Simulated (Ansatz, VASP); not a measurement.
## AlN: VASP beside Ansatz

File INCAR:

```
PREC = Accurate ; ENCUT = 520
EDIFF = 1E-6 ; ISMEAR = 0
SIGMA = 0.05 ; LREAL = False
LASPH = True ; NELM = 80
ALGO = Normal ; ISIF = 2
LWAVE = False ; LCHARG = True
GGA = PE ; LELF = True
LVHAR = True ; NBANDS = 16
```

KPOINTS

```
Automatic mesh
0
Gamma
  9 9 6
```

POSCAR

```
AlN
1.0
    3.3121157418      0.0000000000      0.0000000000
   -1.6560578709      2.8683763727      0.0000000000
    0.0000000000      0.0000000000      4.1875630000
Al N
2 2
Direct
    0.2287445482      0.4574890965      0.6783592868
    0.6666666667      0.3333333333      0.2500000000
    0.3333333333      0.6666666667      0.2500000000
    0.6666666667      0.3333333333      0.7500000000
```

Input for Ansatz:

```yaml
crystal:
  lattice:
    - [3.3121157418, 0.0, 0.0]
    - [-1.6560578709, 2.8683763727, 0.0]
    - [0.0, 0.0, 4.187563]
  atoms:
    - { symbol: Al, position: [0.2287445482, 0.4574890965, 0.6783592868] }
    - { symbol: Al, position: [0.6666666667, 0.3333333333, 0.25] }
    - { symbol: "N", position: [0.3333333333, 0.6666666667, 0.25] }
    - { symbol: "N", position: [0.6666666667, 0.3333333333, 0.75] }
basis:
  ecutwfc: 420
kpoints:
  mp_grid: { grid: [9, 9, 6] }
hamiltonian:
  xc: pbe
scf:
  occupations: { method: gaussian, width: 0.05 }
output:
  forces: true
  stress: true
  eigenvalues: true
```

Alike in both runs: task single point; functional PBE; k mesh 9 × 9 × 6; occupations gaussian, width 0.05 eV; no spin polarisation.

```csv
,VASP,Ansatz
version,VASP 6.6.1,Ansatz 0.2.0
potentials or method,"VASP PAW PBE potentials, release 64 (Al, N)","scalar-relativistic, plane waves, PAW"
plane-wave cutoff (eV),520,420
valence electrons in the cell,16,16
```

```tsv
	VASP	Ansatz	Ansatz less VASP
gap on the k mesh at the Fermi level (eV)	2.72	2.71	-0.009
least direct gap on the mesh (eV)	2.72	2.71	-0.009
pressure (GPa)	17.2	17.3	+0.11
largest component of the traceless stress (GPa)	22.17	22.08	-0.089
rms of the force components (eV/Å)	1.513	1.509	-0.0034
```

Atom by atom the forces differ by 0.007 eV/Å (rms over components). The functional is the same, so the differences come from potentials, cutoffs and numerics.

Caveats: so large a pressure means that the cell lies far from this level's equilibrium, or that cutoff or potentials fall short (VASP); forces of over 1 eV/Å show positions far from the minimum, so gaps and moduli don't describe the material at rest.
